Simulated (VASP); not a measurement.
Crystal: Lu.

```
Lu
1.0
    -1.95411    1.95411    1.95411
     1.95411   -1.95411    1.95411
     1.95411    1.95411   -1.95411
Lu
1
Direct
  0.00000 0.00000 0.00000
```

This isn't the form of Lu at room conditions, which is hcp.

```yaml
Program: VASP 6.6.1
Task: relaxation of cell and atoms
Functional: RPBE
Potentials_or_basis: VASP PAW PBE potentials, release 64 (Lu)
Cutoff: 600 eV
k_mesh: 10 × 10 × 10
Occupations: fermi-dirac, width 0.05 eV
Spin: no spin polarisation
```

At the start: pressure 1.8 GPa; volume 29.85 Å³/atom.

Task: Where does the relaxation end?

Result: Over 4 steps the energy falls by 7.0 meV/atom and the volume is 31.13 Å³/atom (+4.3 %); space group Im-3m (No. 229, to 0.05 Å).

The path:
| step | energy change (eV) | largest force (eV/Å) | pressure (GPa) | volume (Å³) |
| --- | --- | --- | --- | --- |
| 1 | 0.0000 | 0.0000 | 1.80 | 29.85 |
| 2 | -0.0068 | 0.0000 | -0.13 | 31.32 |
| 3 | -0.0070 | 0.0000 | -0.07 | 31.19 |
| 4 | -0.0070 | 0.0000 | -0.01 | 31.13 |

Final structure:
```xyz
1
Lattice="-1.9818 1.9818 1.9818 1.9818 -1.9818 1.9818 1.9818 1.9818 -1.9818" Properties=species:S:1:pos:R:3 pbc="T T T"
Lu    0.0000    0.0000    0.0000
```

Caveat: the PAW data sets were made with another functional, which shifts forces and pressure a little.
